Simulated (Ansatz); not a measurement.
**HfO2: random displacements**

This session takes HfO2 and sets out to see what random moves of the atoms cost.

Computed with Ansatz 0.2.0 (DFT r2SCAN, scalar-relativistic, plane waves, PAW, unless a step's input says otherwise).

## 1. Starting point

It takes space group P4_2/mnm (No. 136, tetragonal). The conventional cell has a = 4.814 Å, b = 4.814 Å, c = 3.205 Å, α = 90.00°, β = 90.00°, γ = 90.00°. Around Hf (site symmetry mmm) lie 6 O at 2.08 Å. O (site symmetry m2m) has 3 Hf at 2.08 Å as nearest neighbours.

Structure file:

```
CELL_PARAMETERS angstrom
4.81353 0.00000 0.00000
0.00000 4.81353 0.00000
0.00000 0.00000 3.20542
ATOMIC_POSITIONS crystal
Hf 0.00000 0.00000 0.00000
Hf 0.50000 0.50000 0.50000
O 0.19496 0.80504 0.50000
O 0.30504 0.30504 0.00000
O 0.69496 0.69496 0.00000
O 0.80504 0.19496 0.50000
```

It goes back to an entry of the Materials Project, which need not be the stable form.

The cell is taken as given, not relaxed at this level.

## 2. The reference cell

Reference values: F = -33752.6095 eV; pressure 3.56 GPa; largest force 0.041 eV/Å; gap on the mesh 4.59 eV. It was computed beforehand with the settings of the runs below.

## 3. Setting up random displacements

All atoms are moved at random with no net shift, in some cells together with a random strain.

## 4. Point rms move = 0.146 Å

input.yaml reads:

```yaml
crystal:
  lattice:
    - [4.7539768156, -0.0105439045, 0.1169779298]
    - [-0.0105439045, 4.6485334444, -0.1416822755]
    - [0.0778976398, -0.0943486936, 3.1768687053]
  atoms:
    - { symbol: Hf, position: [0.0121983219, 0.0008904871, -0.0108155449] }
    - { symbol: Hf, position: [0.5112226067, 0.516146197, 0.5866250272] }
    - { symbol: O, position: [0.189399611, 0.7887460659, 0.491839348] }
    - { symbol: O, position: [0.2938369266, 0.2918288337, -0.0102498659] }
    - { symbol: O, position: [0.6959796425, 0.6944358007, -0.0256616646] }
    - { symbol: O, position: [0.7973628913, 0.2079526156, 0.4682627002] }
basis:
  ecutwfc: 500
kpoints:
  mp_grid: { grid: [6, 6, 8] }
hamiltonian:
  xc: r2scan
scf:
  occupations: { method: gaussian, width: 0.05 }
output:
  forces: true
  stress: true
  eigenvalues: true
```

On the command line:

```console
> ansatz run input.yaml --threads 2 --pin off --max-ram 5120MiB --backend cpu --events-out ev --progress --plain --runs-dir out
```

## 5. rms move = 0.157 Å

input.yaml reads:

```yaml
crystal:
  lattice:
    - [4.81353299, 0.0, 0.0]
    - [0.0, 4.81353299, 0.0]
    - [0.0, 0.0, 3.20541541]
  atoms:
    - { symbol: Hf, position: [-0.0303767926, 0.0051900536, -0.0240138225] }
    - { symbol: Hf, position: [0.5189586578, 0.5048970885, 0.5146176369] }
    - { symbol: O, position: [0.1915443542, 0.7973434069, 0.4768099711] }
    - { symbol: O, position: [0.3069362145, 0.2693794139, 0.0071836254] }
    - { symbol: O, position: [0.7006664681, 0.6834379417, -0.0160857434] }
    - { symbol: O, position: [0.812271098, 0.2397520955, 0.5414883325] }
basis:
  ecutwfc: 500
kpoints:
  mp_grid: { grid: [6, 6, 8] }
hamiltonian:
  xc: r2scan
scf:
  occupations: { method: gaussian, width: 0.05 }
output:
  forces: true
  stress: true
  eigenvalues: true
```

## 6. Point rms move = 0.165 Å

input.yaml reads:

```yaml
crystal:
  lattice:
    - [4.9631021483, -0.1003597922, 0.0428116023]
    - [-0.1003597922, 4.6737138649, 0.1892763617]
    - [0.0285089912, 0.1260424241, 3.6401733971]
  atoms:
    - { symbol: Hf, position: [-0.0078244057, -0.045377329, 0.0055359267] }
    - { symbol: Hf, position: [0.514472419, 0.5326972785, 0.4524810137] }
    - { symbol: O, position: [0.2025335424, 0.7807512812, 0.5194215077] }
    - { symbol: O, position: [0.2833746697, 0.3025576702, 0.0244741033] }
    - { symbol: O, position: [0.6933138528, 0.7226317161, -0.0113179149] }
    - { symbol: O, position: [0.8141299218, 0.206739383, 0.5094053636] }
basis:
  ecutwfc: 500
kpoints:
  mp_grid: { grid: [6, 6, 8] }
hamiltonian:
  xc: r2scan
scf:
  occupations: { method: gaussian, width: 0.05 }
output:
  forces: true
  stress: true
  eigenvalues: true
```

## 7. At rms move = 0.063 Å

input.yaml reads:

```yaml
crystal:
  lattice:
    - [4.7989053175, -0.0556823726, -0.0814554893]
    - [-0.0556823726, 4.815144963, 0.0020353615]
    - [-0.0542426282, 0.0013553827, 3.1301643032]
  atoms:
    - { symbol: Hf, position: [-0.011159787, 0.007466734, -0.017620728] }
    - { symbol: Hf, position: [0.4967559737, 0.498476358, 0.5078255686] }
    - { symbol: O, position: [0.2045072468, 0.8049249734, 0.5231070031] }
    - { symbol: O, position: [0.30246774, 0.3086921636, -0.0010628368] }
    - { symbol: O, position: [0.6979538434, 0.6874739203, 0.0088621657] }
    - { symbol: O, position: [0.809474983, 0.1929658505, 0.4788888274] }
basis:
  ecutwfc: 500
kpoints:
  mp_grid: { grid: [6, 6, 8] }
hamiltonian:
  xc: r2scan
scf:
  occupations: { method: gaussian, width: 0.05 }
output:
  forces: true
  stress: true
  eigenvalues: true
```

## 8. At rms move = 0.080 Å

input.yaml reads:

```yaml
crystal:
  lattice:
    - [4.81353299, 0.0, 0.0]
    - [0.0, 4.81353299, 0.0]
    - [0.0, 0.0, 3.20541541]
  atoms:
    - { symbol: Hf, position: [0.0138623348, 0.0051504096, -0.0171509483] }
    - { symbol: Hf, position: [0.4992967265, 0.502306342, 0.5253237322] }
    - { symbol: O, position: [0.1975344663, 0.7931893551, 0.5221576721] }
    - { symbol: O, position: [0.291353103, 0.3000527581, 0.0032440628] }
    - { symbol: O, position: [0.69745072, 0.6939358406, -0.0226371391] }
    - { symbol: O, position: [0.8005026493, 0.2053652947, 0.4890626205] }
basis:
  ecutwfc: 500
kpoints:
  mp_grid: { grid: [6, 6, 8] }
hamiltonian:
  xc: r2scan
scf:
  occupations: { method: gaussian, width: 0.05 }
output:
  forces: true
  stress: true
  eigenvalues: true
```

(Steps that only read results are left out.)

Before running it: what results should come out?

As calculated:

| quantity | value |
| --- | --- |
| costliest cell | 526.4 meV/atom at an rms move of 0.165 Å |

The cost runs from 52.0 to 526.4 meV/atom. Energy over the square of the rms move lies between 7.9 and 19.3 eV/Å² per atom; a harmonic solid under isotropic random moves would keep it roughly constant, while strain and close contacts change it. The gap on the mesh stays between 2.92 and 4.76 eV. These runs have no spin-orbit coupling; with Hf it would split and shift bands.
